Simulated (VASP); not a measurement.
# Al2Pt (Fm-3m) in VASP: settings compared

Aim: see how the results for Al2Pt move with the level of theory and the settings. Levels: PBE+D3(BJ), r2SCAN. Tasks: relaxation of cell and atoms.

Everything below comes from runs of VASP 6.6.1. Logs are shortened: lines on timing, memory, paths and dates and some standing lists are left out, and cuts for length are marked.

**1. Starting point**

The structure is cubic, space group Fm-3m (No. 225). The conventional cell has a = 5.883 Å, b = 5.883 Å, c = 5.883 Å, α = 90.00°, β = 90.00°, γ = 90.00°. Al (site symmetry -43m) is surrounded by 4 Pt at 2.55 Å. Pt (site symmetry m-3m) has 8 Al at 2.55 Å as nearest neighbours.

**2. Relaxation of cell and atoms, PBE+D3(BJ)**

File INCAR:

```
PREC     = Accurate       # precision mode
ENCUT    = 600            # plane-wave cutoff, eV
EDIFF    = 1E-7           # SCF threshold, eV
ISMEAR   = 1              # smearing method
SIGMA    = 0.1            # smearing width, eV
LREAL    = F              # projectors in reciprocal space
LASPH    = T              # aspherical terms in the spheres
NELM     = 80             # most SCF steps
ALGO     = Normal         # electronic algorithm
ISIF     = 3              # what is computed and relaxed
LWAVE    = F              # write WAVECAR
LCHARG   = F              # write CHGCAR
GGA      = PE             # functional
IVDW     = 12             # dispersion correction
IBRION   = 2              # ionic algorithm
NSW      = 90             # ionic steps
EDIFFG   = -0.005         # ionic threshold
```

File KPOINTS:

```
regular mesh
0
Gamma
  12 12 12
```

File POSCAR:

```
Al2Pt                                   
1.0
   -0.0000000000      2.9413853132      2.9413853132
    2.9413853132     -0.0000000000      2.9413853132
    2.9413853132      2.9413853132     -0.0000000000
  Al              Pt            
     2     1
Direct
     0.2500000000000000    0.2500000000000000    0.2500000000000000
     0.7500000000000000    0.7500000000000000    0.7500000000000000
     0.0000000000000000    0.0000000000000000    0.0000000000000000
```

Potentials or basis: VASP PAW PBE potentials, release 64 (Al, Pt).

Launch:

```
cat potpaw_PBE.64/Al/POTCAR potpaw_PBE.64/Pt/POTCAR > POTCAR
mpirun -np 1 vasp_std > vasp.out
```

OUTCAR:

```text
PREC = Accurate
   ENCUT = 600
   EDIFF = 1E-7
   ISMEAR = 1
   LREAL = F
   LASPH = T
   NELM = 80
   ISIF = 3
   GGA = PE
   IVDW = 12
   IBRION = 2
   NSW = 90
   EDIFFG = -0.005
 IVDW          = 12

 ion  position               nearest neighbor table
   1  0.250  0.250  0.250-   3 2.55   3 2.55   3 2.55   3 2.55   2 2.94   2 2.94   2 2.94   2 2.94
                             2 2.94   2 2.94
   2  0.750  0.750  0.750-   3 2.55   3 2.55   3 2.55   3 2.55   1 2.94   1 2.94   1 2.94   1 2.94
                             1 2.94   1 2.94
   3  0.000  0.000  0.000-   1 2.55   2 2.55   2 2.55   2 2.55   2 2.55   1 2.55   1 2.55   1 2.55

  LATTYP: Found a face centered cubic cell.
 ALAT       =     5.8827706264

  Lattice vectors:

 A1 = (   0.0000000000,   2.9413853132,   2.9413853132)
 A2 = (   2.9413853132,   0.0000000000,   2.9413853132)
 A3 = (   2.9413853132,   2.9413853132,   0.0000000000)

Analysis of symmetry for initial positions (statically):
=====================================================================
 Subroutine PRICEL returns:
 Original cell was already a primitive cell.

 Routine SETGRP: Setting up the symmetry group for a
 face centered cubic supercell.

 Subroutine GETGRP returns: Found 48 space group operations
 (whereof 48 operations were pure point group operations)
 out of a pool of 48 trial point group operations.

The static configuration has the point symmetry O_h .

Analysis of symmetry for dynamics (positions and initial velocities):
=====================================================================
 Subroutine PRICEL returns:
 Original cell was already a primitive cell.

 Routine SETGRP: Setting up the symmetry group for a
 face centered cubic supercell.

 Subroutine GETGRP returns: Found 48 space group operations
 (whereof 48 operations were pure point group operations)
 out of a pool of 48 trial point group operations.

The dynamic configuration has the point symmetry O_h .

 Subroutine INISYM returns: Found 48 space group operations
 (whereof 48 operations are pure point group operations),
 and found     1 'primitive' translations

----------------------------------------------------------------------------------------

                                     Primitive cell

  volume of cell :      50.8962

  direct lattice vectors                    reciprocal lattice vectors
     0.000000000  2.941385313  2.941385313    -0.169987930  0.169987930  0.169987930
     2.941385313  0.000000000  2.941385313     0.169987930 -0.169987930  0.169987930
     2.941385313  2.941385313  0.000000000     0.169987930  0.169987930 -0.169987930

  length of vectors
     4.159747002  4.159747002  4.159747002     0.294427731  0.294427731  0.294427731

  position of ions in fractional coordinates (direct lattice)
     0.250000000  0.250000000  0.250000000
     0.750000000  0.750000000  0.750000000
     0.000000000  0.000000000  0.000000000

  ion indices of the primitive-cell ions
   primitive index   ion index
                 1           1
                 2           2
                 3           3

----------------------------------------------------------------------------------------

 KPOINTS: regular mesh

Automatic generation of k-mesh.
 Grid dimensions read from file:
 generate k-points for:   12   12   12

 Generating k-lattice:

  Cartesian coordinates                     Fractional coordinates (reciprocal lattice)
    -0.014165661  0.014165661  0.014165661     0.083333333  0.000000000  0.000000000
     0.014165661 -0.014165661  0.014165661     0.000000000  0.083333333  0.000000000
     0.014165661  0.014165661 -0.014165661     0.000000000  0.000000000  0.083333333

  Length of vectors
     0.024535644  0.024535644  0.024535644

  Shift w.r.t. Gamma in fractional coordinates (k-lattice)
     0.000000000  0.000000000  0.000000000

 Subroutine IBZKPT returns following result:
 ===========================================

 Found     72 irreducible k-points:

 Following reciprocal coordinates:
            Coordinates               Weight
  0.000000  0.000000  0.000000      1.000000
  0.083333  0.000000  0.000000      8.000000
  0.166667  0.000000  0.000000      8.000000
  0.250000  0.000000  0.000000      8.000000
  0.333333  0.000000  0.000000      8.000000
  0.416667  0.000000  0.000000      8.000000
[... 16 lines left out ...]
  0.500000  0.166667  0.000000     24.000000
 -0.416667  0.166667  0.000000     24.000000
 [... further k-points ...]
   k-points           NKPTS =     72   k-points in BZ     NKDIM =     72   number of bands    NBANDS=     12
   number of dos      NEDOS =    301   number of ions     NIONS =      3
   total plane-waves  NPLWV =  46656
   dimension x,y,z NGX =    36 NGY =   36 NGZ =   36
   dimension x,y,z NGXF=    72 NGYF=   72 NGZF=   72
   ions per type =               2   1
   NGX,Y,Z   is equivalent  to a cutoff of  14.39, 14.39, 14.39 a.u.
   NGXF,Y,Z  is equivalent  to a cutoff of  28.78, 28.78, 28.78 a.u.
 SYSTEM =  unknown system
   PREC   = accura    normal or accurate (medium, high low for compatibility)
   ISTART =      0    job   : 0-new  1-cont  2-samecut
   ICHARG =      2    charge: 1-file 2-atom 10-const
   ISPIN  =      1    spin polarized calculation?
   LNONCOLLINEAR =      F non collinear calculations
   LSORBIT =      F    spin-orbit coupling
   LASPH  =      T    aspherical Exc in radial PAW
   ENCUT  =  600.0 eV  44.10 Ry    6.64 a.u.   8.31  8.31  8.31*2*pi/ulx,y,z
   NELM   =     80;   NELMIN=  2; NELMDL= -5     # of ELM steps
   EDIFF  = 0.1E-06   stopping-criterion for ELM
   LREAL  =      F    real-space projection
   EDIFFG = -.5E-02   stopping-criterion for IOM
   NSW    =     90    number of steps for IOM
   IBRION =      2    ionic relax: 0-MD 1-quasi-New 2-CG
   NFREE  =      1    steps in history (QN), initial steepest desc. (CG)
   ISIF   =      3    stress and relaxation
   ISYM   =      2    0-nonsym 1-usesym 2-fastsym
   POTIM  = 0.5000    time-step for ionic-motion
   TEBEG  =    0.0;   TEEND  =   0.0 temperature during run
   PSTRESS=    0.0 pullay stress
   NELECT =      16.0000    total number of electrons
   NUPDOWN=      -1.0000    fix difference up-down
   EMIN   =  10.00;   EMAX   =-10.00  energy-range for DOS
   EFERMI =   0.00;   METHOD = LEGACY
   ISMEAR =     1;   SIGMA  =   0.10  broadening in eV -4-tet -1-fermi 0-gaus
   EFERMI_NEDOS =   21; number of points for ismear=-14 and -15
   IALGO  =     38    algorithm
   IMIX   =      4    mixing-type and parameters
     AMIX     =   0.40;   BMIX     =  1.00
     AMIX_MAG =   1.60;   BMIX_MAG =  1.00
  volume/ion in A,a.u.               =      16.97       114.49
  Fermi-wavevector in a.u.,A,eV,Ry     =   1.113148  2.103545 16.858958  1.239098
  Thomas-Fermi vector in A             =   2.249730
   LORBIT       =      0    0 simple, 1 ext, 2 COOP (PROOUT), +10 PAW based schemes
   GGA     = PE    functional components
   LHFCALC =     F    Hartree Fock is set to
   AEXX    =    0.0000 exact exchange contribution
   IVDW    =    12    specifies the selected vdW correction
   LEPSILON=     F    determine dielectric tensor
   LRPA    =     F    only Hartree local field effects (RPA)
 conjugate gradient relaxation of ions
 non-spin polarized calculation
 Methfessel and Paxton  Order N= 1 SIGMA  =   0.10
  energy-cutoff  :      600.00
  volume of cell :       50.90
 maximum number of plane-waves:      1731
 NGX is ok and might be reduce to    36
   NGX = 17   NGY = 17   NGZ = 17

 number of electron      16.0000000 magnetization

 Free energy of the ion-electron system (eV)
  ---------------------------------------------------
  ext. energy  EPLUGINS =         0.00000000
  ---------------------------------------------------
  free energy    TOTEN  =       -16.23172860 eV

  energy without entropy =      -16.23198820  energy(sigma->0) =      -16.23181514

 E-fermi :   8.1017     XC(G=0): -10.7616

 val. band max:        8.0854561128   @ k =   0.2500   0.2500   0.0000
 cond. band min:       8.1154986469   @ k =  -0.4167   0.2500   0.0000
 fundamental gap:      0.0300425341
 Fermi energy:         8.1016762710

 k-point     1 :       0.0000    0.0000    0.0000
  band No.  band energies     occupation
      1      -2.2619      2.00000
      2       2.9367      2.00000
      3       2.9367      2.00000
      4       2.9367      2.00000
      5       4.3083      2.00000
      6       4.3083      2.00000
      7      11.1285      0.00000
      8      11.8981      0.00000
      9      11.8981      0.00000
     10      11.8981      0.00000
     11      13.5534      0.00000
     12      13.5534      0.00000

 k-point     2 :       0.0833    0.0000    0.0000
  band No.  band energies     occupation
      1      -2.1650      2.00000
      2       2.8794      2.00000
      3       2.9697      2.00000
      4       2.9697      2.00000
      5       4.2963      2.00000
      6       4.2963      2.00000
      7      10.5902      0.00000
      8      11.3432      0.00000
      9      11.6251      0.00000
     10      11.6251      0.00000
     11      13.8620      0.00000
     12      13.8622      0.00000

 k-point     3 :       0.1667    0.0000    0.0000
  band No.  band energies     occupation
      1      -1.8791      2.00000
      2       2.7265      2.00000
      3       3.0558      2.00000
      4       3.0558      2.00000
      5       4.2769      2.00000
      6       4.2769      2.00000
      7       8.8496     -0.00000
      8      11.0383      0.00000
      9      11.0383      0.00000
     10      11.6089      0.00000
     11      13.8534      0.00000
     12      13.8973      0.00000

 k-point     4 :       0.2500    0.0000    0.0000
  band No.  band energies     occupation
      1      -1.4206      2.00000
      2       2.5189      2.00000
      3       3.1570      2.00000
      4       3.1570      2.00000
      5       4.2910      2.00000
      6       4.2910      2.00000
      7       7.1760      2.00000
      8      10.3588      0.00000
      9      10.3588      0.00000
     10      11.8905      0.00000
     11      13.5606      0.00000
     12      13.5991      0.00000

 k-point     5 :       0.3333    0.0000    0.0000
  band No.  band energies     occupation
      1      -0.8312      2.00000
      2       2.2888      2.00000
      3       3.2277      2.00000
      4       3.2277      2.00000
      5       4.3709      2.00000
      6       4.3709      2.00000
      7       5.7381      2.00000
      8       9.7213     -0.00000
      9       9.7213     -0.00000
     10      11.9696      0.00000
     11      13.4094      0.00000
     12      13.4095      0.00000
[... 228 lines left out ...]
      1      -0.8933      2.00000
      2       2.3245      2.00000
      3       3.2835      2.00000
      4       3.3495      2.00000
      5       3.9958      2.00000
      6       4.5409      2.00000
      7       6.5639      2.00000
      8       8.7073     -0.00000
      9       9.0893     -0.00000
     10      11.5890      0.00000
     11      13.0431      0.00000
     12      14.6110      0.00000

 k-point    22 :       0.4167    0.1667    0.0000
  band No.  band energies     occupation
      1      -0.2748      2.00000
      2       2.1468      2.00000
      3       3.2410      2.00000
      4       3.4199      2.00000
      5       4.2081      2.00000
      6       4.5888      2.00000
      7       5.2253      2.00000
      8       8.4160     -0.00008
      9       8.4795     -0.00000
     10      11.5555      0.00000
     11      14.0591      0.00000
     12      14.2323      0.00000

 k-point    23 :       0.5000    0.1667    0.0000
  band No.  band energies     occupation
      1       0.2974      2.00000
      2       1.9704      2.00000
      3       3.1800      2.00000
      4       3.4553      2.00000
      5       4.3042      2.00000
      6       4.5186      2.00000
      7       4.5568      2.00000
      8       7.9358      2.04074
      9       8.4065     -0.00014
     10      11.5468      0.00000
     11      13.9453      0.00000
     12      14.4113      0.00000

 k-point    24 :      -0.4167    0.1667    0.0000
  band No.  band energies     occupation
      1       0.4043      2.00000
      2       1.9463      2.00000
      3       3.1512      2.00000
      4       3.4719      2.00000
      5       4.0856      2.00000
      6       4.4090      2.00000
      7       4.8001      2.00000
      8       7.5787      2.00000
      9       8.7234     -0.00000
     10      11.6173      0.00000
     11      13.7554      0.00000
     12      14.1709      0.00000

 [... further k-points ...]

------------------------ aborting loop because EDIFF is reached ----------------------------------------

 Edisp (eV)   -1.30235

 E8    (eV) :    -0.5925

  FORCE on cell =-STRESS in cart. coord.  units (eV):
  Direction    XX          YY          ZZ          XY          YZ          ZX
  --------------------------------------------------------------------------------------
  -------------------------------------------------------------------------------------
  Total       0.00229     0.00229     0.00229     0.00000     0.00000     0.00000
  in kB       0.07215     0.07215     0.07215     0.00000     0.00000     0.00000
  external pressure =        0.07 kB  Pullay stress =        0.00 kB

 VOLUME and BASIS-vectors are now :
 -----------------------------------------------------------------------------
  energy-cutoff  :      600.00
  volume of cell :       50.90
      direct lattice vectors                 reciprocal lattice vectors
     0.000000000  2.941385313  2.941385313    -0.169987930  0.169987930  0.169987930
     2.941385313  0.000000000  2.941385313     0.169987930 -0.169987930  0.169987930
     2.941385313  2.941385313  0.000000000     0.169987930  0.169987930 -0.169987930

 POSITION                                       TOTAL-FORCE (eV/Angst)
 -----------------------------------------------------------------------------------
      1.47069      1.47069      1.47069         0.000000     -0.000000     -0.000000
      4.41208      4.41208      4.41208        -0.000000      0.000000      0.000000
      0.00000      0.00000      0.00000         0.000000     -0.000000      0.000000
 -----------------------------------------------------------------------------------
    total drift:                               -0.000000      0.000000      0.000000

  FREE ENERGIE OF THE ION-ELECTRON SYSTEM (eV)
  ---------------------------------------------------
  free  energy   TOTEN  =       -17.5340761850 eV

  energy  without entropy=      -17.5343357805  energy(sigma->0) =      -17.53416272

 reached required accuracy - stopping structural energy minimisation
```

Run time: 24 s. Hardware: 1 thread of Intel Xeon 6975P-C (Granite Rapids), shared host; peak memory 0.25 GiB.

What came out:

- Free energy: -17.5341 eV
- Pressure after relaxing: 0.0 GPa
- Band gap on the k mesh: none (metal or under the smearing width)
- Dispersion energy per atom: -0.434 eV

Final structure:
```
CELL_PARAMETERS angstrom
0.00000 2.94139 2.94139
2.94139 0.00000 2.94139
2.94139 2.94139 0.00000
ATOMIC_POSITIONS crystal
Al 0.25000 0.25000 0.25000
Al 0.75000 0.75000 0.75000
Pt 0.00000 0.00000 0.00000
```

Caveat: the relaxation stopped at its first step, so nothing moved; pairwise dispersion overbinds metals, which lowers pressure and volume.

[end of part 1 of 2]
